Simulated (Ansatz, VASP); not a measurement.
## SiH2Cl2 (dichlorosilane) in two plane-wave programs

Aim: how closely do two programs agree when they are given the same cell, functional and k mesh? The cell is taken from a series of runs on this material, whose earlier steps may have relaxed, scaled, displaced or heated it; both programs get it as it stands.

Program: Ansatz 0.2.0. Level of theory: plane waves, with VASP 6.6.1 beside it; single point at PBE with D3(BJ) and single point at r2SCAN with D4. Results are calculated unless marked as measured.

### Step 1. The starting structure

The cell holds 5 atoms: 1 Si, 2 Cl and 2 H. Its edges and angles: a = 13.000 Å, b = 13.300 Å, c = 13.600 Å, α = 90.0°, β = 90.0°, γ = 90.0°. As first built, before any earlier steps moved the atoms (in the runner's words): one molecule of dichlorosilane in a box of 13 x 13.3 x 13.6 A, bonds from typed starting values. Vacuum lies along a, b and c.

Structure file:

```xyz
5
Lattice="13.0000 0.0000 0.0000 0.0000 13.3000 0.0000 0.0000 0.0000 13.6000" Properties=species:S:1:pos:R:3
Si    5.8834    6.6536    7.4747
Cl    5.8629    6.6412    5.4201
Cl    7.8181    6.6451    8.1649
H     5.2250    7.8981    7.9420
H     5.2085    5.4236    7.9568
```

### Step 2. VASP: single point, PBE with D3(BJ), pair 1

With cell and atoms fixed, the geometry can't cause a difference; cores, projectors, grids and the points listed under the comparison can.

Lines of VASP's logs that name or quote its potential files are left out, and so is its time.

Input file INCAR:

```
SYSTEM = SiH2Cl2
PREC = Accurate
ENCUT = 400
EDIFF = 1E-06
NELM = 120
ISMEAR = -1
SIGMA = 0.01
LREAL = .FALSE.
ALGO = Normal
GGA = PE
IVDW = 12
NBANDS = 16
LORBIT = 11
LWAVE = .FALSE.
LCHARG = .FALSE.
ISIF = 2
LASPH = .TRUE.
GGA_COMPAT = .FALSE.
EFERMI = MIDGAP
```

Input file POSCAR:

```
SiH2Cl2
1.0
   13.0000000000      0.0000000000      0.0000000000
    0.0000000000     13.3000000000      0.0000000000
    0.0000000000      0.0000000000     13.6000000000
Si Cl H
1 2 2
Direct
    0.4525700000      0.5002700000      0.5496100000
    0.4509900000      0.4993400000      0.3985400000
    0.6013900000      0.4996300000      0.6003600000
    0.4019200000      0.5938400000      0.5839700000
    0.4006500000      0.4077900000      0.5850600000
```

Input file KPOINTS:

```
Automatic mesh
0
Gamma
1 1 1
0 0 0
```

PAW data sets: Si, Cl and H (PBE family, release 64).

Run with:

```console
> mpirun -np 8 vasp_gam
```

Numbers of over 12 decimals in the logs are rounded to 6 here.

What it wrote:

```text
[banner, memory and clock lines left out]
running    8 mpi-ranks, on    1 nodes
 distrk:  each k-point on    8 cores,    1 groups
 distr:  one band on    1 cores,    8 groups

 POSCAR found type information on POSCAR SiClH
 POSCAR found :  3 types and       5 ions
|                                                                             |
|           W    W    AA    RRRRR   N    N  II  N    N   GGGG   !!!           |
|           W    W   A  A   R    R  NN   N  II  NN   N  G    G  !!!           |
|           W    W  A    A  R    R  N N  N  II  N N  N  G       !!!           |
|           W WW W  AAAAAA  RRRRR   N  N N  II  N  N N  G  GGG   !            |
|           WW  WW  A    A  R   R   N   NN  II  N   NN  G    G                |
|           W    W  A    A  R    R  N    N  II  N    N   GGGG   !!!           |
|                                                                             |
|     For optimal performance we recommend to set                             |
|       NCORE = 2 up to number-of-cores-per-socket                            |
|     NCORE specifies how many cores store one orbital (NPAR=cpu/NCORE).      |
|     This setting can greatly improve the performance of VASP for DFT.       |
|     The default, NCORE=1 might be grossly inefficient on modern             |
|     multi-core architectures or massively parallel machines. Do your        |
|     Unfortunately you need to use the default for GW and RPA                |
|     calculations (for HF NCORE is supported but not extensively tested      |
|     yet).                                                                   |
|                                                                             |

 LDA part: xc-table for (Slater+PW92), standard interpolation
 POSCAR, INCAR and KPOINTS ok, starting setup
 FFT: planning ... GRIDC
 FFT: planning ... GRID_SOFT
 FFT: planning ... GRID
 WAVECAR not read
 entering main loop
       N       E                     dE             d eps       ncg     rms          rms(c)
DAV:   1     0.214636852024E+03    0.21464E+03   -0.34224E+03    32   0.558E+02
DAV:   2     0.608793657305E+02   -0.15376E+03   -0.14749E+03    56   0.908E+01
DAV:   3    -0.151651410931E+02   -0.76045E+02   -0.75853E+02    48   0.972E+01
DAV:   4    -0.198315328444E+02   -0.46664E+01   -0.46581E+01    48   0.315E+01
DAV:   5    -0.198644636278E+02   -0.32931E-01   -0.32923E-01    40   0.341E+00    0.104E+01
DAV:   6    -0.192286781000E+02    0.63579E+00   -0.52969E-01    40   0.408E+00    0.625E+00
DAV:   7    -0.189824498221E+02    0.24623E+00   -0.83866E-01    40   0.518E+00    0.125E+00
DAV:   8    -0.189820146374E+02    0.43518E-03   -0.96106E-02    48   0.185E+00    0.650E-01
DAV:   9    -0.189812639049E+02    0.75073E-03   -0.37550E-03    48   0.360E-01    0.335E-01
DAV:  10    -0.189814258354E+02   -0.16193E-03   -0.23134E-03    48   0.315E-01    0.140E-01
DAV:  11    -0.189816727784E+02   -0.24694E-03   -0.98406E-04    48   0.163E-01    0.959E-02
DAV:  12    -0.189826701507E+02   -0.99737E-03   -0.10598E-04    40   0.681E-02    0.490E-02
DAV:  13    -0.189845524517E+02   -0.18823E-02   -0.34109E-04    40   0.824E-02    0.264E-02
DAV:  14    -0.189854560966E+02   -0.90364E-03   -0.14155E-04    48   0.520E-02    0.151E-02
DAV:  15    -0.189863865912E+02   -0.93049E-03   -0.86496E-05    48   0.409E-02    0.790E-03
DAV:  16    -0.189868076161E+02   -0.42102E-03   -0.28743E-05    56   0.209E-02    0.617E-03
DAV:  17    -0.189871040500E+02   -0.29643E-03   -0.19991E-05    48   0.183E-02    0.429E-03
DAV:  18    -0.189872370555E+02   -0.13301E-03   -0.89824E-06    48   0.112E-02    0.365E-03
DAV:  19    -0.189872790038E+02   -0.41948E-04   -0.12728E-06    40   0.661E-03    0.267E-03
DAV:  20    -0.189873016021E+02   -0.22598E-04   -0.79934E-07    40   0.413E-03    0.180E-03
DAV:  21    -0.189873097304E+02   -0.81283E-05   -0.34256E-07    40   0.323E-03    0.872E-04
DAV:  22    -0.189873119658E+02   -0.22354E-05   -0.68628E-08    40   0.137E-03    0.819E-04
DAV:  23    -0.189873133852E+02   -0.14194E-05   -0.32176E-08    40   0.110E-03    0.214E-04
DAV:  24    -0.189873138249E+02   -0.43965E-06   -0.32282E-09    40   0.446E-04
   1 F= -.19109861E+02 E0= -.19109861E+02  d E =0.000000E+00
```

From OUTCAR (step 2):

```text
ion  position               nearest neighbor table
   1  0.453  0.500  0.550-   4 1.48   5 1.48   3 2.05   2 2.05
   2  0.451  0.499  0.399-   1 2.05
   3  0.601  0.500  0.600-   1 2.05
   4  0.402  0.594  0.584-   1 1.48
   5  0.401  0.408  0.585-   1 1.48

  LATTYP: Found a simple orthorhombic cell.
 ALAT       =    13.0000000000
 B/A-ratio  =     1.0230769231
 C/A-ratio  =     1.0461538462

 Subroutine GETGRP returns: Found  1 space group operations
 (whereof  1 operations were pure point group operations)

The static configuration has the point symmetry C_1 .

 Found      1 irreducible k-points:

   k-points           NKPTS =      1   k-points in BZ     NKDIM =      1   number of bands    NBANDS=     16

   dimension x,y,z NGX =    90 NGY =   90 NGZ =   90
   dimension x,y,z NGXF=   180 NGYF=  180 NGZF=  180

   ENCUT  =  400.0 eV  29.40 Ry    5.42 a.u.  21.20 21.69 22.18*2*pi/ulx,y,z

   NELECT =      20.0000    total number of electrons

 k-points in reciprocal lattice and weights: Automatic mesh
   0.00000000  0.00000000  0.00000000       1.000

 average (electrostatic) potential at core
       1 -94.9263       2-100.8869       3-100.8908       4 -41.3839       5 -41.3838

 E-fermi :  -4.7372

 k-point     1 :       0.0000    0.0000    0.0000
  band No.  band energies     occupation
    ...
      6      -9.7675      2.00000
      7      -8.1767      2.00000
      8      -8.0477      2.00000
      9      -7.8066      2.00000
     10      -7.5054      2.00000
     11      -0.9833      0.00000
     12      -0.7809      0.00000
     13      -0.4387      0.00000
     14       0.1683      0.00000
     15       0.3523      0.00000
    ...

 Edisp (eV)   -0.12255

  Total      -0.23644    -0.14961    -0.28166    -0.00081    -0.00061    -0.03796
  in kB      -0.16110    -0.10194    -0.19191    -0.00055    -0.00042    -0.02586
  external pressure =       -0.15 kB  Pullay stress =        0.00 kB

  energy-cutoff  :      400.00
  volume of cell :     2351.44
      direct lattice vectors                 reciprocal lattice vectors
    13.000000000  0.000000000  0.000000000     0.076923077  0.000000000  0.000000000
     0.000000000 13.300000000  0.000000000     0.000000000  0.075187970  0.000000000
     0.000000000  0.000000000 13.600000000     0.000000000  0.000000000  0.073529412

 POSITION                                       TOTAL-FORCE (eV/Angst)
 -----------------------------------------------------------------------------------
      5.88341      6.65359      7.47470         0.038677     -0.001557     -0.039501
      5.86287      6.64122      5.42014         0.002733      0.000687      0.056409
      7.81807      6.64508      8.16490        -0.043003      0.000094     -0.017125
      5.22496      7.89807      7.94199         0.000303     -0.004031      0.000130
      5.20845      5.42361      7.95682         0.001291      0.004806      0.000087
 -----------------------------------------------------------------------------------
    total drift:                               -0.000000      0.000368      0.000101

  FREE ENERGIE OF THE ION-ELECTRON SYSTEM (eV)
  ---------------------------------------------------
  free  energy   TOTEN  =       -19.1098613033 eV

  energy  without entropy=      -19.1098613033  energy(sigma->0) =      -19.10986130

 total charge
# of ion       s       p       d       tot
------------------------------------------
    1        0.715   0.915   0.000   1.630
    2        1.602   3.544   0.000   5.146
    3        1.602   3.544   0.000   5.146
    4        0.579   0.014   0.000   0.592
    5        0.579   0.014   0.000   0.592
--------------------------------------------------
tot          5.077   8.030   0.000  13.107
```

### Step 3. Ansatz: single point, PBE with D3(BJ), pair 1

Ansatz runs on its default PAW (the set named soft_2) files.

The same cell, functional, mesh and smearing now go to Ansatz, which takes its cutoff from its data sets.

Input file input.yaml:

```yaml
crystal:
  lattice:
    - [13.0, 0.0, 0.0]
    - [0.0, 13.3, 0.0]
    - [0.0, 0.0, 13.6]
  atoms:
    - { symbol: Si, position: [0.45257, 0.50027, 0.54961] }
    - { symbol: Cl, position: [0.45099, 0.49934, 0.39854] }
    - { symbol: Cl, position: [0.60139, 0.49963, 0.60036] }
    - { symbol: H, position: [0.40192, 0.59384, 0.58397] }
    - { symbol: H, position: [0.40065, 0.40779, 0.58506] }
kpoints:
  mp_grid: { grid: [1, 1, 1] }
hamiltonian:
  xc: pbe
  dispersion: d3bj
scf:
  occupations: { method: fermi_dirac, width: 0.01 }
output:
  forces: true
```

Run with:

```console
> ansatz run input.yaml --threads 4 --pin off --max-ram 8192MiB --backend cpu --events-out ev --progress --plain --runs-dir out
```

What it wrote:

```text
Engine: ansatz 0.2.0, aarch64-unknown-linux-gnu
Pseudopotentials: kind: paw
Pseudopotential: Si, paw, valence charge 4, recommended cutoff 420 eV (normal), Si.paw.azcp
Pseudopotential: Cl, paw, valence charge 7, recommended cutoff 420 eV (normal), Cl.paw.azcp
Pseudopotential: H, paw, valence charge 1, recommended cutoff 420 eV (normal), H.paw.azcp
Functional definition: PBE
  parameter kappa = 0.804
  parameter beta = 0.066725
  exchange = pbe_x(kappa = kappa, mu = beta*pi^2/3)
  correlation = pbe_c(beta = beta)
Crystal: 5 atoms, lattice volume = 2351.440 Å³
Basis set: ecut = 420 eV, 45987 PW (Γ), exchange–correlation on 180×180×192 points (8 copies of the dense FFT grid, shifted against one another)
Bands: 15, of which v1, the nominal top of the filled ones, is band 10 counted from 1 (9 counted from 0)
Symmetry: 1 space group operations
Space group: P1 (ITA 1), of the structure as read, at distance tolerance 1.3e-4 Å
k-points: 1
Non-local potential: Si, projectors of the file, l = 0: 2, l = 1: 2, l = 2: 2
Non-local potential: Cl, projectors of the file, l = 0: 2, l = 1: 2, l = 2: 2
Non-local potential: H, projectors of the file, l = 0: 2, l = 1: 1
PAW form: soft (Blöchl's): semilocal exchange-correlation on the pseudo side does not see the compensation charge
PAW one-centre angular grid: Si, 110 points (default); XC on 64 Gauss nodes
PAW one-centre angular grid: Cl, 110 points (default); XC on 64 Gauss nodes
PAW one-centre angular grid: H, 110 points (default); XC on 64 Gauss nodes
Initial density: superposition of atomic densities (neutral atoms: chi_scale 0, normalization atom), corrected by the library's trained network
Initial wavefunctions: pseudopotential atomic-orbital guess
Functional: x = pbe(κ = 0.804, μ = 0.219515), c = pbe(β = 0.066725)
SCF iter   1: F=—  HF=-2829.793749 eV  |F-HF|=—  |Δ(HF+E_count)|=         —  Δρ=5.22e-4  dr2=2.37e-2  ethr=1.77e-3  ⟨swp⟩=13.0  Hψ=145  notcnv=0
preconditioner: auto → Resta (q_TF=auto, 1.233 Å⁻¹)  ε∞=1.1  [insulator: Δε(μ)=6.503 eV  Ē_g=8.984 eV  σ=0.010 eV  W_gap=1.00  n_scr=80 (ndim 8)  ℏωp=3.1 eV  f_vac=0.906  D(μ)=0.00/eV (n_scr^D=0)  ε∞_Penn≈1.1  vacuum switching on, ρ_ref=5.9e-3 e/Å³]
SCF iter   2: F=—  HF=-2829.788697 eV  |F-HF|=—  |Δ(HF+E_count)|=   5.05e-3  Δρ=3.17e-4  dr2=3.59e-3  ethr=1.18e-4  ⟨swp⟩=4.0  Hψ=39  notcnv=0  defer=1
SCF iter   3: F=—  HF=-2829.788285 eV  |F-HF|=—  |Δ(HF+E_count)|=   4.13e-4  Δρ=9.73e-5  dr2=2.82e-4  ethr=1.79e-5  ⟨swp⟩=3.0  Hψ=30  notcnv=0
automatic band count: iteration 3 solves 14 bands in place of 15: the levels show a gap, and the empty bands left out lie too high to hold charge; the band table lists the bands solved (type scf.n_extra_bands for more)
SCF iter   4: F=—  HF=-2829.788937 eV  |F-HF|=—  |Δ(HF+E_count)|=   6.53e-4  Δρ=2.24e-5  dr2=1.13e-5  ethr=1.41e-6  ⟨swp⟩=4.0  Hψ=29  notcnv=0
SCF iter   5: F=—  HF=-2829.789060 eV  |F-HF|=—  |Δ(HF+E_count)|=   1.23e-4  Δρ=5.55e-6  dr2=8.38e-7  ethr=5.63e-8  ⟨swp⟩=4.0  Hψ=30  notcnv=0
SCF iter   6: F=-2829.789065 eV  HF=-2829.789065 eV  |F-HF|=1.05e-7  |Δ(HF+E_count)|=   4.92e-6  Δρ=1.43e-6  dr2=2.88e-8  ethr=5.00e-10  ⟨swp⟩=6.0  Hψ=57  notcnv=0
SCF 1 converged in 6 iterations: F = -2829.789065 eV  dr2 = 2.88e-8
  greatest PAW one-centre occupation: 0.909 electrons in one spin orbital (limit 2), on the Cl atom at site 2 (counted from 0), in its partial waves of l = 0
SCF converged after 6 iterations
Free energy (F): -2829.789065 eV
Harris-Foulkes:  -2829.789065 eV  (|F-HF|=1.05e-7)
Internal energy: -2829.789065 eV  (E = F + TS)
E sigma→0 (E₀):  -2829.789065 eV
Fermi energy:    -4.229855 eV
--- Per-component energies (eV) ---
  E_band       = -232.085796
  E_kinetic    = 389.612092
  E_local      = -2422.622495  (includes V_loc(G=0)·N_el)
  E_nonlocal   = 85.250045
  E_hartree    = 1012.694314
  E_xc         = -286.230056
  E_vxc        = -312.226231  (∫ρ·V_xc dr)
  E_paw        = -1832.374964  (= ΣΔE_a)
  E_vpaw       = 2.515097  (= ΣTr[D̂ρ^β])
  E_aug_tail   = -0.002322  (compensation charges beyond the density's cutoff)
  E_ewald      = 224.006872
  E_disp       = -0.122551  (pairwise vdW)
  E_smearing   = -0.000000  (= −TS)
  E_closure    = 0.000000  (closes the sum)
  Σ components = -2829.789065   (vs F -2829.789065, Δ=0.00e0)
--- Forces (eV/Å), atoms counted from 1 ---
  atom   1  Si     0.00003868    -0.00106612    -0.01200400
  atom   2  Cl     0.00052169     0.00023159     0.00817357
  atom   3  Cl     0.00207345    -0.00024240     0.00076902
  atom   4  H     -0.00175193     0.00140844     0.00148701
  atom   5  H     -0.00082855    -0.00033102     0.00153611
  max |Σ_I F_I| component: 5.33e-5 eV/Å
```

### Step 4. Comparison

Known differences besides the potentials themselves: the cutoff is 420 eV in Ansatz and 400 eV in VASP. Total energies have different zeros and are not compared.

Compared:

| quantity | Ansatz | VASP | difference |
| --- | --- | --- | --- |
| gap on the k mesh (eV) | 6.496 | 6.522 | -0.026 |

Forces (eV/Å; atoms numbered as in POSCAR):

| atom | Ansatz x, y, z | VASP x, y, z |
| --- | --- | --- |
| Si1 | 0.000, -0.001, -0.012 | 0.039, -0.002, -0.040 |
| Cl2 | 0.001, 0.000, 0.008 | 0.003, 0.001, 0.056 |
| Cl3 | 0.002, 0.000, 0.001 | -0.043, 0.000, -0.017 |
| H4 | -0.002, 0.001, 0.001 | 0.000, -0.004, 0.000 |
| H5 | -0.001, 0.000, 0.002 | 0.001, 0.005, 0.000 |

The forces differ by 22 meV/Å r.m.s., where the r.m.s. force is 0.004 eV/Å in Ansatz and 0.024 eV/Å in VASP: the atoms lie near their places of rest in Ansatz, so a percentage would say little (all taken over all components).

### Step 5. VASP: single point, PBE with D3(BJ), pair 2

A single point gives forces, pressure and levels at one fixed geometry, so differences don't come from the geometry; what else differs is listed under the comparison.

INCAR is that of step 2.

POSCAR is that of step 2.

KPOINTS is that of step 2.

Run with:

```console
> mpirun -np 8 vasp_gam
```

What it wrote:

```text
[banner, memory and clock lines left out]
running    8 mpi-ranks, on    1 nodes
[...]
[... a notice as in an earlier step ...]

 LDA part: xc-table for (Slater+PW92), standard interpolation
 POSCAR, INCAR and KPOINTS ok, starting setup
[...]
entering main loop
       N       E                     dE             d eps       ncg     rms          rms(c)
[... 24 cycles as in an earlier step ...]
   1 F= -.19109861E+02 E0= -.19109861E+02  d E =0.000000E+00
```

Parts of OUTCAR (step 5):

```text
 Edisp (eV)   -0.12255

[... 6 parts as in an earlier step ...]

[... 1 further part left out ...]
[key lines of the parts left out:]
E-fermi :  -4.7372
```

### Step 6. Ansatz: single point, PBE with D3(BJ), pair 2

The same cell, functional, mesh and smearing now go to Ansatz, which takes its cutoff from its data sets.

The cell is taken from a series of runs on this material, whose earlier steps may have relaxed, scaled, displaced or heated it; both programs get it as it stands.

Edit input.yaml of step 3 so:

```diff
@@ -20 +20,7 @@
   forces: true
+  populations: true
+  dos:
+    method: { smearing: { sigma: 0.08 } }
+    de: 0.1
+    projected: { site_lists: { Cl: [Cl], H: [H], Si: [Si] } }
+  eigenvalues: true
```

Run with:

```console
> ansatz run input.yaml --threads 4 --pin off --max-ram 8192MiB --backend cpu --events-out ev --progress --plain --runs-dir out
```

What it wrote:

```text
[...]
Crystal: 5 atoms, lattice volume = 2351.440 Å³
Basis set: ecut = 420 eV, 45987 PW (Γ), exchange–correlation on 180×180×192 points (8 copies of the dense FFT grid, shifted against one another)
Bands: 15, of which v1, the nominal top of the filled ones, is band 10 counted from 1 (9 counted from 0)
Symmetry: 1 space group operations
[...]
k-points: 1
[...]
atom   4  H     -0.00175039     0.00140899     0.00148596
  atom   5  H     -0.00082701    -0.00033160     0.00153509
  max |Σ_I F_I| component: 5.63e-5 eV/Å
--- Band table (eV) ---
  k-point 0: bands = [... 6 lower, -8.1477, -8.0140, -7.7744, -7.4780, -0.9817, -0.7692, -0.4157, 0.1952, ... 1 higher]
--- Löwdin populations: 5 sites ---
  site symbol       q [e]
     0     Si      3.0716
     1     Cl      7.2402
     2     Cl      7.2401
     3      H      1.0710
     4      H      1.0710
  spilling = 0.015308 (of n_electrons = 20.000000)
[key lines of the parts left out:]
SCF converged after 6 iterations
Free energy (F): -2829.789065 eV
Fermi energy:    -4.229861 eV
```

### Step 7. Differences

Both answers:

| quantity | Ansatz | VASP | difference |
| --- | --- | --- | --- |
| gap on the k mesh (eV) | 6.496 | 6.522 | -0.026 |

Forces (eV/Å; atoms numbered as in POSCAR):

(Unchanged from step 4.)

The forces differ by 22 meV/Å r.m.s., where the r.m.s. force is 0.004 eV/Å in Ansatz and 0.024 eV/Å in VASP: the atoms lie near their places of rest in Ansatz, so a percentage would say little (all taken over all components).

(Part 1 of 2 ends here.)

[Lines on the potential files, build, host, timing and source positions are cut from VASP's logs without a mark.]

[Logs are printed without paths, hosts, clocks, repeated set-up lines and the standing remarks that a program may print on its own settings, such as how far it seeks lower states.]

[Hosts, paths, dates, database ids (printed as entryN), source tags and the programs' standing remarks are cut or masked in the printed files.]
